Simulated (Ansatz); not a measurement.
# Zr3H: the cost of one run

Computed with Ansatz 0.2.0 (DFT PBE, scalar-relativistic, plane waves, PAW, unless a step's input says otherwise).

2 further runs of the same task are left out: 2 set aside as unsound or not needed.

**1. The structure to begin with**

The structure is orthorhombic, space group Cmm2 (No. 35). The conventional cell has a = 3.575 Å, b = 5.055 Å, c = 21.832 Å, α = 90.00°, β = 90.00°, γ = 90.00°. Zr (site symmetry mm2) is surrounded by 6 Zr at 3.01 to 3.10 Å. Around Zr (site symmetry mm2) lie 8 Zr at 3.00 to 3.10 Å. Zr (site symmetry mm2) has 1 H at 1.81 Å as nearest neighbours. H (site symmetry mm2) has 1 Zr at 1.81 Å as nearest neighbours.

Structure file:

```cif
data_structure
_symmetry_space_group_name_H-M 'Cmm2'
_symmetry_Int_Tables_number 35
_cell_length_a 3.5746
_cell_length_b 5.0552
_cell_length_c 21.8322
_cell_angle_alpha 90.000
_cell_angle_beta 90.000
_cell_angle_gamma 90.000
_cell_volume 394.51
loop_
_atom_site_label
_atom_site_type_symbol
_atom_site_symmetry_multiplicity
_atom_site_Wyckoff_symbol
_atom_site_fract_x
_atom_site_fract_y
_atom_site_fract_z
_atom_site_occupancy
Zr1 Zr 2 b 0.50000 0.00000 0.81678 1
Zr2 Zr 2 a 0.00000 0.00000 0.70583 1
Zr3 Zr 2 b 0.50000 0.00000 0.59545 1
H1 H 2 b 0.50000 0.00000 0.51255 1
```

This is the geometry of the first run shown, built on a cell relaxed beforehand with the same method.

**2. The scan**

Atoms count from 1 in the order of the input.

H is moved along a line over the surface and along the normal, above a rigid substrate.

The axes are (1) position of H4 along the diagonal of the surface cell, from above Zr3: 6 values from 0.00 to 2.98 Å, periodic; (2) height of H4 above the plane of Zr3: 8 values from 0.59 to 3.81 Å.

Nothing else is relaxed. Points are written as (first, second).

**3. The run at (0.00 Å, 1.81 Å)**

A dipole layer in the vacuum cancels the field that periodic copies would set up if the slab's two faces differ.

File input.yaml:

```yaml
crystal:
  lattice:
    - [3.0956614539, 0.0, 0.0]
    - [-1.0318871513, 2.9186176084, 0.0]
    - [0.0, 0.0, 21.832190289]
  atoms:
    - { symbol: Zr, position: [0.5, 0.5, 0.1832156988] }
    - { symbol: Zr, position: [0.0, 0.0, 0.2941678493] }
    - { symbol: Zr, position: [0.5, 0.5, 0.4045489789] }
    - { symbol: H, position: [0.5, 0.5, 0.4874540826] }
basis:
  ecutwfc: 420
kpoints:
  mp_grid: { grid: [9, 9, 1] }
hamiltonian:
  xc: pbe
scf:
  occupations: { method: gaussian, width: 0.1 }
output:
  forces: true
  eigenvalues: true
efield:
  axis: 3
  dipole_correction: true
  ramp_width: 0.04
```

Command:

```console
ansatz run input.yaml --threads 1 --pin off --max-ram 3072MiB --backend cpu --events-out ev --progress --plain --runs-dir out
```

What time and memory should one allow on 1 thread of Arm Neoverse V2, shared host?

About 7.2 s, with a peak of 0.39 GiB.
